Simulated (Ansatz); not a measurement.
Si (lonsdaleite), relaxed with r2SCAN: it is hexagonal, P6_3/mmc (No. 194); a = 3.832 Å, c = 6.341 Å in the conventional setting, 20.16 Å³ an atom. Si is surrounded by 4 Si at 2.35–2.37 Å. One-shot G0W0@r2SCAN in the plane-wave code Ansatz on a 6×6×2 mesh (contour deformation, no spin-orbit coupling), from an r2SCAN gap of 0.607 eV over the mesh points (the G0W0 gap is indirect on the mesh); the number N of bands summed and the screening cutoff rise together. Calculated for a static, non-magnetic cell.

```
  N  cutoff (eV)  1000/N  G0W0 gap (eV)
191          100   5.236          0.957
450          180   2.222          1.038
```

Q: Lay a straight line in 1000/N through these rows.

A: The slope is -0.0269 eV per unit of 1000/N and the intercept 1.098 eV.

Q: Predict the gap at N = 865 (260 eV).

A: 1.098 + (-0.0269) × 1.156 = 1.067 eV; the run gives 1.061 eV, -0.006 eV from the line.

Q: With that run's result added, what limit do the last two rows suggest?

A: Their slope is (1.061 − 1.038)/(1.156 − 2.222) = -0.0216, which meets 1/N = 0 at 1.09 eV, against 1.098 eV from the first line. The slope flattens, so the first line overshoots; the k mesh isn't extrapolated.
